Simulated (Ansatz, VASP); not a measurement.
## MoS2: VASP beside Ansatz

INCAR

```
SYSTEM = MoS2
ALGO = Normal
EDIFF = 1E-6
ENCUT = 520
GGA = RP
ISIF = 2
ISMEAR = -1
IVDW = 12
LASPH = .True.
LCHARG = .False.
LREAL = .False.
LWAVE = .False.
NBANDS = 20
NELM = 100
PREC = Accurate
SIGMA = 0.05
```

The input KPOINTS:

```
k-points
0
Gamma
  9 9 4
  0 0 0
```

Contents of POSCAR:

```
MoS2
1.0
    3.2274645616      0.0000000000      0.0000000000
   -1.6137322808      2.7950663001      0.0000000000
    0.0000000000      0.0000000000      6.3124734200
Mo S
1 2
Direct
    0.0000000000      0.0000000000      0.5000000000
    0.6666666667      0.3333333333      0.7446806800
    0.3333333333      0.6666666667      0.2553193200
```

The input input.yaml:

```yaml
crystal:
  lattice:
    - [3.2274645616, 0.0, 0.0]
    - [-1.6137322808, 2.7950663001, 0.0]
    - [0.0, 0.0, 6.31247342]
  atoms:
    - { symbol: Mo, position: [0.0, 0.0, 0.5] }
    - { symbol: S, position: [0.6666666667, 0.3333333333, 0.74468068] }
    - { symbol: S, position: [0.3333333333, 0.6666666667, 0.25531932] }
hamiltonian:
  xc: rpbe
  pseudopotentials: { kind: paw }
  dispersion: d3bj
kpoints:
  mp_grid: { grid: [9, 9, 4] }
scf:
  occupations: { method: fermi_dirac, width: 0.05 }
output:
  forces: true
  stress: true
  eigenvalues: true
  write_density: true
  write_potential: true
  elf: true
  volumetric_format: npy
```

Measurements of this composition are mostly on another form, of space group No. 194.

Alike in both runs: task single point; functional RPBE; dispersion D3(BJ); k mesh 9 × 9 × 4; occupations fermi-dirac, width 0.05 eV; no spin polarisation.

```csv
,VASP,Ansatz
version,VASP 6.6.1,Ansatz 0.2.0
potentials or method,"VASP PAW PBE potentials, release 64 (Mo_sv, S)",Ansatz PAW
plane-wave cutoff (eV),520,420
valence electrons in the cell,26,26
```

```csv
,VASP,Ansatz,Ansatz less VASP
gap on the k mesh at the Fermi level (eV),none,none,-
pressure (GPa),-13.8,-13.6,+0.19
largest component of the traceless stress (GPa),7.09,7.09,-0.002
rms of the force components (eV/Å),0.117,0.109,-0.0086
dispersion energy (meV/atom),-1830.5,-1830.6,-0.08
```

Atom by atom the forces differ by 0.009 eV/Å (rms over components). A gap of «none» marks a metal or a gap that the smearing closes.

Caveats: the PAW data sets were made with another functional, which shifts forces and pressure a little (VASP); the PAW data sets come from PBE, with cores solved anew for the run's functional, which leaves a small shift of forces and pressure (Ansatz).
